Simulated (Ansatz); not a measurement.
# Elastic constants of FeSi2 at 3 GPa (stress–strain coefficients): input and output

All numbers below come from DFT PBEsol, scalar-relativistic, plane waves, PAW (Ansatz).

Launched with:
```bash
ansatz run input.yaml --threads 1 --pin off --max-ram 3072MiB --backend cpu --events-out ev --progress --plain --runs-dir out
```

Input (bare energies are in eV):
```yaml
crystal:
  lattice:
    - [2.6639925089, 0.0, 0.0]
    - [0.0, 2.6639925089, 0.0]
    - [0.0, 0.0, 5.0868339953]
  atoms:
    - { symbol: Fe, position: [0.0, 0.0, 0.0] }
    - { symbol: Si, position: [0.5, 0.5, 0.2721139969] }
    - { symbol: Si, position: [0.5, 0.5, 0.7278860031] }
basis:
  ecutwfc: 420
kpoints:
  mp_grid: { grid: [16, 16, 8] }
hamiltonian:
  xc: pbesol
scf:
  occupations: { method: fermi_dirac, width: 0.15 }
output:
  forces: true
  stress: true
  eigenvalues: true
elastic:
  mode: relaxed_ion
  amplitude: 0.005
  stencil: two_point
```

From the output:
```
--- Elastic constants: 4 strain directions × 2 members + reference (group order 16) ---
  dense FFT box of the reference and of every strained cell: 18×18×36
  strains applied: 11, 33, 23, 12; error gains: componentwise 1.00 (the most a stress slope's error grows in a printed constant), spectral 1.41 (1 for all six strains in a standard setting)
  reference relaxed by the batch: 2 steps; max|allowed force component| 9.18e-5 eV/Å at the deck's positions, 2.75e-5 at the last accepted step, 2.75e-5 by the solve of record
  largest displacement 1.9e-6 Å; the constants are those of the deck's cell at these positions:
  atoms:
    - { symbol: Fe, position: [-2.306281688019736e-36, -2.824018393493554e-37, 0.0] }
    - { symbol: Si, position: [0.5, 0.5, 0.2721136139738936] }
    - { symbol: Si, position: [0.5, 0.5, 0.7278863860261064] }
  C = ∂σ_k/∂η_j (tension-positive GPa; Voigt order 11 22 33 23 13 12):
       376.210     90.879    113.532      0.000      0.000     -0.000
        90.879    376.210    113.532      0.000      0.000     -0.000
       113.526    113.526    506.522      0.000      0.000     -0.000
         0.000      0.000      0.000    114.973      0.000      0.000
         0.000      0.000      0.000      0.000    114.973      0.000
        -0.000     -0.000     -0.000      0.000      0.000    132.146
  reference stress σ⁰ (GPa):     -2.990     -2.990     -2.990     -0.000     -0.000     -0.000
  C* (energy form; C + prestress term) asymmetry max|C*_kj − C*_jk| = 5.793e-3 GPa — a small one proves nothing (zero by symmetry where the batch's group is 432, −43m or m−3m); a large one is finite-difference/SCF noise where every solve ...
  moduli (Voigt/Reuss/Hill, GPa): K = 210.54/205.47/208.00   G = 135.15/131.70/133.43   E = 329.77   ν = 0.236
  mechanically stable: yes (min eigenvalue of sym C = 114.97 GPa)
  the stresses are not corrected for the forces that the relaxations left standing (`elastic.f_tol`)
  strain η (Voigt 11):  stress-route row diagonal C_11 = 376.21 GPa, energy-path curvature d²(F+E_count+ΔE)/dδ²/Ω₀ = 376.25 GPa
         δ    σ_11 (GPa) F (eV) n_scf n_hpsi n_pw
    -5.000e-3      -4.9184       -5693.3908341      10  128034    723   relax 3 steps, max|allowed force component| 4.06e-7 eV/Å
     5.000e-3      -1.1563       -5693.3976068      10  128499    731   relax 3 steps, max|allowed force component| 1.16e-6 eV/Å
  strain η (Voigt 33):  stress-route row diagonal C_33 = 506.52 GPa, energy-path curvature d²(F+E_count+ΔE)/dδ²/Ω₀ = 506.55 GPa
         δ    σ_33 (GPa) F (eV) n_scf n_hpsi n_pw
    -5.000e-3      -5.5662       -5693.3904692      10   71294    727   relax 3 steps, max|allowed force component| 3.57e-7 eV/Å
     5.000e-3      -0.5010       -5693.3972385      10   71476    733   relax 3 steps, max|allowed force component| 2.01e-7 eV/Å
  strain η (Voigt 23):  stress-route row diagonal C_44 = 114.97 GPa, energy-path curvature d²(F+E_count+ΔE)/dδ²/Ω₀ = 116.57 GPa
         δ    σ_23 (GPa) F (eV) n_scf n_hpsi n_pw
    -5.000e-3      -0.5749       -5693.3949522      10  188887    726   relax 4 steps, max|allowed force component| 4.83e-7 eV/Å
     5.000e-3       0.5749       -5693.3949522      10  188897    726   relax 3 steps, max|allowed force component| 1.90e-7 eV/Å
  strain η (Voigt 12):  stress-route row diagonal C_66 = 132.15 GPa, energy-path curvature d²(F+E_count+ΔE)/dδ²/Ω₀ = 133.71 GPa
         δ    σ_12 (GPa) F (eV) n_scf n_hpsi n_pw
    -5.000e-3      -0.6607       -5693.3949030      10  115955    725   relax 2 steps, max|allowed force component| 8.42e-8 eV/Å
     5.000e-3       0.6607       -5693.3949030      10  116318    725   relax 3 steps, max|allowed force component| 8.30e-8 eV/Å
```

Time: 13 min on 1 thread of Arm Neoverse N1 (shared host), peak memory 0.63 GiB.

In a metal, frequencies and elastic constants depend on the k mesh and the smearing, soft modes and shear constants most. Spin polarisation was left out, and a magnetic state may lie lower.